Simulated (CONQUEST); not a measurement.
GaSb under changes of volume

One of the cells (28.625 Å³/atom); the others are scaled copies at fixed shape and fractional positions:

```
Sb Ga
1.0
     4.32608    0.00000    0.00000
     0.00000    4.32608    0.00000
     0.00000    0.00000    6.11800
Sb Ga
2 2
Direct
  0.00000 0.50000 0.25000
  0.50000 0.00000 0.75000
  0.00000 0.00000 0.00000
  0.50000 0.50000 0.50000
```

| Quantity | Value |
| --- | --- |
| Program | CONQUEST 1.3 |
| Functional | PBEsol |
| Potentials or basis | PseudoDojo NC PBEsol, DZP, grid of 48 × 48 × 60 points |
| k mesh | 6 × 6 × 5 |
| Occupations | fermi-dirac, width 0.05 eV |
| Spin | no spin polarisation |

```tsv
volume (Å³/atom)	energy over the lowest point (meV/atom)	pressure (GPa)	gap on the mesh (eV)
26.907	20.08	4.0	0.48
27.480	8.64	2.5	0.31
28.052	?	?	?
28.625	0.00	0.1	none
29.197	1.39	-0.9	none
29.770	6.05	-1.8	none
30.342	14.25	-2.7	none
```

**Question.** What does the run at 28.052 Å³/atom give?

**Answer.** Energy over the lowest point 2.20 meV/atom; pressure 1.2 GPa; gap on the mesh 0.15 eV.

Worked out: A Birch-Murnaghan fit of order 3 (a polynomial in V^(-2/3)) to the other rows has its minimum at 28.68 Å³/atom with B0 = V·E''(V) = 53 GPa and B' = 4.4. It gives 2.21 meV/atom at 28.052 Å³/atom, against the run's 2.20, and -dE/dV = 1.2 GPa, against 1.2.

Energies are extrapolated to zero smearing.

Caveats: the basis of atomic orbitals isn't converged, which shifts pressures, moduli and gaps; the real-space grid breaks the cell's symmetry a little; spin-orbit coupling is left out, which moves the levels of the heavy elements (some runs); an odd mesh through Γ misses points on the zone boundary, where band edges often lie (some runs).

A gap of «none» marks a metal or a gap under the smearing width.
